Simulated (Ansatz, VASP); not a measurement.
# Te2Mo in VASP and in Ansatz

```xyz
6
Lattice="3.5182 0.0000 0.0000 -1.7591 3.0469 0.0000 0.0000 0.0000 13.9736" Properties=species:S:1:pos:R:3 pbc="T T T"
Te    1.7591    1.0156    5.2960
Te    0.0000    2.0312   12.2828
Te    1.7591    1.0156    1.6908
Te    0.0000    2.0312    8.6776
Mo    1.7591    1.0156   10.4802
Mo    0.0000    2.0312    3.4934
```

Alike in both runs: task single point; functional PBE; k mesh 9 × 9 × 2; occupations gaussian, width 0.012 eV; no spin polarisation.

|  | VASP | Ansatz |
| --- | --- | --- |
| version | VASP 6.6.1 | Ansatz 0.2.0 |
| potentials or method | VASP PAW PBE potentials, release 64 (Te, Mo_sv) | Ansatz PAW |
| plane-wave cutoff (eV) | 520 | 420 |
| valence electrons in the cell | 52 | 92 |

```csv
,VASP,Ansatz,Ansatz less VASP
gap on the k mesh at the Fermi level (eV),0.78,0.78,+0.006
least direct gap on the mesh (eV),1.04,1.04,+0.001
pressure (GPa),2.9,2.9,-0.01
largest component of the traceless stress (GPa),0.51,0.46,-0.059
rms of the force components (eV/Å),0.089,0.082,-0.0067
```

Atom by atom the forces differ by 0.007 eV/Å (rms over components). The two sets of potentials don't hold the same shells in valence.

Caveats: spin-orbit coupling is left out, which moves the levels of the heavy elements; this functional lacks dispersion, which binds the layers, so the pressure and a relaxed spacing across them are unreliable; an odd mesh through Γ misses points on the zone boundary, where band edges often lie (VASP); odd divisions of the mesh miss points on the zone boundary, where band edges often lie, so the gap on the mesh can be too wide (Ansatz). A hybrid or GW would open this gap; PBE tends to underestimate it.
